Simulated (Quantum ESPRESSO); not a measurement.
GaSb: zone-centre phonons under several settings

```
Sb Ga
1.0
     0.00000    3.05900    3.05900
     3.05900    0.00000    3.05900
     3.05900    3.05900    0.00000
Sb Ga
1 1
Direct
  0.75000 0.75000 0.75000
  0.00000 0.00000 0.00000
```

All runs used Quantum ESPRESSO 7.5; potentials PseudoDojo 0.4.1 SR PBE standard; k mesh 8 × 8 × 8; no spin polarisation; cutoff 1088 eV.

| level | geometry | occupations | volume (Å³/atom) | pressure (GPa) | lowest optical mode without the field (cm⁻¹) |
| --- | --- | --- | --- | --- | --- |
| AM05 | given cell, atoms relaxed | cold, width 0.136 eV | 28.62 | ? | ? |
| PBE | relaxed cell | methfessel-paxton, width 0.272 eV | 29.91 | 0.1 | 208 |
| PBE+D3(BJ) | relaxed cell | cold, width 0.272 eV | 28.76 | 0.0 | 216 |

Task: What stands in the row left open?

Result: Pressure 0.1 GPa; lowest optical mode without the field 218 cm⁻¹.

Caveats: the potentials were made for another functional, which shifts forces and pressure (some runs); pairwise dispersion overbinds metals, which lowers pressure and volume (some runs).

For the row left open. Caveat: the potentials were made for another functional, which shifts forces and pressure.
